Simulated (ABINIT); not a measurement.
# Nb (Fm-3m) in ABINIT: settings compared, part 2 of 2

ABINIT 10.8.3 (patched build). The steps go on from the part before.

## (3) Single point, LDA (cell relaxed)

Input file run.abi:

```
pp_dirpath "./"
pseudos "Nb.upf"

acell 5.5268989056 5.5268989056 5.5268989056
rprim
     0.0000000000     0.7071067812     0.7071067812
     0.7071067812     0.0000000000     0.7071067812
     0.7071067812     0.7071067812     0.0000000000
ntypat 1
znucl 41
natom 1
typat 1
xcart
     0.0000000000     0.0000000000     0.0000000000 Angstrom
chkprim 0
chksymtnons 0
tolsym 1.0e-6

ecut 41.0

kptopt 1
ngkpt 8 8 8
nshiftk 1
shiftk 0.0 0.0 0.0

ixc 7

nband 11
occopt 3
tsmear 0.00183747

nstep 100
tolvrs 1.0e-10

iomode 3
prtwf 0
prtden 0
prteig 0
prtebands 0
```

Potentials or basis: PseudoDojo NC SR LDA v0.4 stringent.

On the command line:

```
$ abinit run.abi > log 2>&1
```

run.abo:

```text
.Version 10.8.3 of ABINIT
 Symmetries : space group Fm -3 m (#225); Bravais cF (face-center cubic)
================================================================================
 Values of the parameters that define the memory need of the present run
     intxc =       0    ionmov =       0      iscf =       7    lmnmax =       6
     lnmax =       6     mgfft =      32  mpssoang =       3    mqgrid =    3001
     natom =       1  nloc_mem =       1    nspden =       1   nspinor =       1
    nsppol =       1      nsym =      48    n1xccc =    2501    ntypat =       1
    occopt =       3   xclevel =       1
       mpw =        1514          nfft =       32768          nkpt =          29
================================================================================
================================================================================

--------------------------------------------------------------------------------
------------- Echo of variables that govern the present computation ------------
--------------------------------------------------------------------------------
[... 174 lines left out ...]
  sigma(3 3)=  1.93985484E-06  sigma(2 1)=  0.00000000E+00

-Cartesian components of stress tensor (GPa)         [Pressure= -5.7072E-02 GPa]
- sigma(1 1)=  5.70724997E-02  sigma(3 2)=  0.00000000E+00
- sigma(2 2)=  5.70724997E-02  sigma(3 1)=  0.00000000E+00
- sigma(3 3)=  5.70724997E-02  sigma(2 1)=  0.00000000E+00

== END DATASET(S) ==============================================================
================================================================================

 -outvars: echo values of variables after computation  --------
            acell      5.5268989056E+00  5.5268989056E+00  5.5268989056E+00 Bohr
           etotal     -6.2332954694E+01
            fcart     -0.0000000000E+00 -0.0000000000E+00 -0.0000000000E+00
            rprim      0.0000000000E+00  7.0710678120E-01  7.0710678120E-01
                       7.0710678120E-01  0.0000000000E+00  7.0710678120E-01
                       7.0710678120E-01  7.0710678120E-01  0.0000000000E+00
           strten      1.9398548376E-06  1.9398548376E-06  1.9398548376E-06
                       0.0000000000E+00  0.0000000000E+00  0.0000000000E+00
 Calculation completed.
```

Wall time 9.8 s (1 thread of Arm Neoverse V1, shared host); peak memory 0.07 GiB.

What came out:

```yaml
Free_energy: -1696.1661 eV
Pressure: -0.1 GPa
Band_gap_on_the_k_mesh: none (metal or under the smearing width)
Valence_electrons_inside_the_program's_atomic_spheres: Nb 9.46 (radii [1.0584] Å)
```

Levels at points of the mesh, in eV from the Fermi level:
| k point | band 3 | band 4 | band 5 | band 6 | band 7 | band 8 | band 9 | band 10 |
| --- | --- | --- | --- | --- | --- | --- | --- | --- |
| (0.00, 0.00, 0.00) | -29.89 | -29.89 | -6.34 | 0.04 | 0.04 | 0.04 | 2.84 | 2.84 |
| (0.50, 0.00, 0.00) | -30.08 | -30.08 | -4.07 | -0.18 | -0.18 | 1.66 | 5.02 | 5.02 |
| (0.50, 0.50, 0.00) | -30.41 | -30.41 | -4.40 | -3.63 | 3.99 | 4.98 | 5.66 | 5.66 |

## (4) Single point, PBE, spin-orbit coupling, no magnetisation

Input file run.abi:

```
# Pseudopotentials
pp_dirpath "./"
pseudos "Nb.upf"

# Structure
acell 3*1.0 Angstrom
rprim
     0.0000000000     2.1150000000     2.1150000000
     2.1150000000     0.0000000000     2.1150000000
     2.1150000000     2.1150000000     0.0000000000
ntypat 1
znucl 41
natom 1
typat 1
xred
     0.0000000000     0.0000000000     0.0000000000

# Plane-wave basis
ecut 41.0

# k points
kptopt 1
ngkpt 8 8 8
nshiftk 1
shiftk 0.0 0.0 0.0

# Exchange and correlation
ixc 11

# Bands and occupations
nband 22
occopt 3
tsmear 0.05 eV

# Spin
nspinor 2
nspden 1
so_psp 1*1

# SCF cycle
nstep 100
tolvrs 1.0e-10

# Output
iomode 3
prtwf 0
prtden 0
prteig 0
prtebands 0
enunit 2
```

Potentials or basis: PseudoDojo NC FR PBE v0.4 stringent.

On the command line:

```
$ abinit run.abi > log 2>&1
```

run.abo:

```text
.Version 10.8.3 of ABINIT
 Symmetries : space group Fm -3 m (#225); Bravais cF (face-center cubic)
================================================================================
 Values of the parameters that define the memory need of the present run
     intxc =       0    ionmov =       0      iscf =       7    lmnmax =      15
     lnmax =      15     mgfft =      36  mpssoang =       5    mqgrid =    3001
     natom =       1  nloc_mem =       1    nspden =       1   nspinor =       2
    nsppol =       1      nsym =      48    n1xccc =    2501    ntypat =       1
    occopt =       3   xclevel =       2
       mpw =        1639          nfft =       46656          nkpt =          29
================================================================================
================================================================================

--------------------------------------------------------------------------------
------------- Echo of variables that govern the present computation ------------
--------------------------------------------------------------------------------
[... 191 lines left out ...]
  sigma(3 3)=  5.25438405E-05  sigma(2 1)=  0.00000000E+00

-Cartesian components of stress tensor (GPa)         [Pressure= -1.5459E+00 GPa]
- sigma(1 1)=  1.54589316E+00  sigma(3 2)=  0.00000000E+00
- sigma(2 2)=  1.54589316E+00  sigma(3 1)=  0.00000000E+00
- sigma(3 3)=  1.54589316E+00  sigma(2 1)=  0.00000000E+00

== END DATASET(S) ==============================================================
================================================================================

 -outvars: echo values of variables after computation  --------
            acell      1.8897261259E+00  1.8897261259E+00  1.8897261259E+00 Bohr
           etotal     -6.2274569552E+01
            fcart     -0.0000000000E+00 -0.0000000000E+00 -0.0000000000E+00
            rprim      0.0000000000E+00  2.1150000000E+00  2.1150000000E+00
                       2.1150000000E+00  0.0000000000E+00  2.1150000000E+00
                       2.1150000000E+00  2.1150000000E+00  0.0000000000E+00
           strten      5.2543840460E-05  5.2543840460E-05  5.2543840460E-05
                       0.0000000000E+00  0.0000000000E+00  0.0000000000E+00
 Calculation completed.
```

It took 64 s on 1 thread of Arm Neoverse V1, shared host; peak memory 0.09 GiB.

What came out:

```yaml
Free_energy: -1694.5774 eV
Pressure: -1.5 GPa
Band_gap_on_the_k_mesh: none (metal or under the smearing width)
Valence_electrons_inside_the_program's_atomic_spheres: Nb 9.40 (radii [1.0584] Å)
```

## (5) Overview

| task | level | potentials or basis | spin | cell | cell freedom (optcell) | optimiser (ionmov) | cutoff smearing ecutsm (Ha) | force stop (Ha/bohr) | gap on the mesh (eV) | pressure (GPa) |
| --- | --- | --- | --- | --- | --- | --- | --- | --- | --- | --- |
| relaxation of cell and atoms | LDA | PseudoDojo NC SR LDA v0.4 stringent | off | relaxed | 2 | 2 | 0.5 | 2e-05 | none | 0.0 |
| single point | LDA | PseudoDojo NC SR LDA v0.4 stringent | off | cell relaxed | - | - | - | - | none | -0.1 |
| single point | PBE | PseudoDojo NC FR PBE v0.4 stringent | SOC, no magnetisation | as given | - | - | - | - | none | -1.5 |

Alike in all rows: k mesh 8 × 8 × 8; cutoff (eV) 1116; smearing fermi-dirac 0.05 eV.

Absolute energies hang on the potentials; compare differences alone.
